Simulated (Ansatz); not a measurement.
Computed with Ansatz (plane waves, PAW, 500 eV cutoff): r²SCAN, scalar-relativistic, no spin polarisation, 8×8×8 k-mesh, Gaussian smearing of 0.05 eV. The datasets are Ansatz's generated set soft_2.

The calculation on XS, where X is one element, gave:

```json
{
  "Space group": "Fm-3m (No. 225)",
  "Conventional cell": "a = 5.696 Å, b = 5.696 Å, c = 5.696 Å, α = 90.00°, β = 90.00°, γ = 90.00°",
  "Volume": "23.10 Å³/atom",
  "Band gap": "2.80 eV",
  "Smallest direct gap": "3.63 eV",
  "Bader charges": "X 1.52; S -1.52 e",
  "Formation energy from the elements (0 K, uncorrected)": "-2.46 eV/atom",
  "Bulk modulus (Birch–Murnaghan)": "61 GPa",
  "Pressure derivative B0′": "4.1",
  "Shear modulus (Hill)": "43 GPa",
  "Young's modulus": "105 GPa",
  "Poisson's ratio": "0.21",
  "Elastically stable": "yes"
}
```

Sites: X on 4b, S on 4a.

Question: Which element is X?
A. Ti
B. K
C. Sc
D. Ca

Answer: D. X is Ca, so the compound is CaS.

The start was a prototype's sites filled with these elements; the Crystallography Open Database holds the compound in this structure.

Kohn–Sham gaps of semilocal functionals lie under measured ones, often by a third or more.
